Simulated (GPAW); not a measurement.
The system is SiC.

```
Si C
1.0
     3.07569    0.00000    0.00000
    -1.53785    2.66363    0.00000
     0.00000    0.00000   10.07065
Si C
4 4
Direct
  0.00000 0.00000 0.18789
  0.00000 0.00000 0.68789
  0.33333 0.66667 0.43784
  0.66667 0.33333 0.93784
  0.00000 0.00000 0.00046
  0.00000 0.00000 0.50046
  0.33333 0.66667 0.24980
  0.66667 0.33333 0.74980
```

The cell is a database's computed one.

Base run:

```yaml
Program: GPAW 26.7.0
Functional: SCAN
Potentials_or_basis: GPAW PAW data sets (gpaw-data 1.2.1)
Cutoff: 800 eV
Basis: pw
k_mesh: 6 × 6 × 2
Occupations: fermi-dirac, width 0.05 eV
Spin: no spin polarisation
```

Its results: band gap on the k mesh 2.58 eV, indirect (least direct gap 3.77 eV); pressure 0.9 GPa.

After a change of settings the same cell gave: band gap on the k mesh 2.62 eV, indirect (least direct gap 3.80 eV); pressure 0.4 GPa. Which change was it?
A. functional from SCAN to revTPSS; band points from 60 to 100
B. functional from SCAN to r4SCAN
C. functional from SCAN to M06-L; band points from 60 to 100
D. functional from SCAN to rSCAN

D.

Caveats: the PAW data sets were made with another functional, which shifts forces and pressure a little.

Not every run made on this cell is shown here.
